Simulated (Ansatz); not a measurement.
# InSe: the cost of one run

Method: DFT PBE+D3(BJ), scalar-relativistic, plane waves, PAW, in Ansatz 0.2.0.

### Step 1. Starting point

The structure is trigonal, space group P3m1 (No. 156). Conventional cell: a = 4.047 Å, b = 4.047 Å, c = 34.334 Å, α = 90.00°, β = 90.00°, γ = 120.00°. Se (site symmetry 3m) is surrounded by 3 In at 2.65 Å. In (site symmetry 3m) has 3 Se at 2.65 Å and 1 In at 2.79 Å as nearest neighbours.

As a file:

```
Se In
1.0
     4.04733    0.00000    0.00000
    -2.02366    3.50509    0.00000
     0.00000    0.00000   34.33362
Se In
4 4
Direct
  0.33333 0.66667 0.29126
  0.33333 0.66667 0.44586
  0.66667 0.33333 0.55416
  0.66667 0.33333 0.70874
  0.00000 0.00000 0.32787
  0.00000 0.00000 0.40925
  0.33333 0.66667 0.59076
  0.33333 0.66667 0.67214
```

Two layers cut from the bulk, bulk lattice in the plane.

### Step 2. Relaxing the atoms

Input file input.yaml:

```yaml
crystal:
  lattice:
    - [4.04732932, 0.0, 0.0]
    - [-2.02366466, 3.50509, 0.0]
    - [0.0, 0.0, 34.3336220492]
  atoms:
    - { symbol: Se, position: [0.33333333, 0.66666666, 0.2912596867] }
    - { symbol: In, position: [0.0, 0.0, 0.3278658294] }
    - { symbol: In, position: [0.0, 0.0, 0.4092505292] }
    - { symbol: Se, position: [0.33333333, 0.66666666, 0.4458566814] }
    - { symbol: Se, position: [0.66666667, 0.33333334, 0.5541599311] }
    - { symbol: In, position: [0.33333333, 0.66666666, 0.5907594439] }
    - { symbol: In, position: [0.33333333, 0.66666666, 0.6721407911] }
    - { symbol: Se, position: [0.66666667, 0.33333334, 0.7087403133] }
basis:
  ecutwfc: 420.0
  fft_grid_basis: typed
kpoints:
  mp_grid: { grid: [9, 9, 1] }
hamiltonian:
  xc: pbe
  dispersion: d3bj
  pseudopotentials: { kind: paw }
scf:
  occupations: { method: gaussian, width: 0.05 }
output:
  forces: true
  eigenvalues: true
efield:
  axis: 3
  dipole_correction: true
  ramp_width: 0.04
relax:
  adjacent_minimum: "off"
  f_tol: 0.04
  max_steps: 40
```

Launch:

```sh
> ansatz run input.yaml --threads 2 --pin off --max-ram 4423MiB --backend cpu --events-out ev --progress --plain --runs-dir out
```

Q: Estimate wall time and peak memory on 2 threads of Arm Neoverse N1, shared host.

About 4.5 min, with a peak of 0.95 GiB.
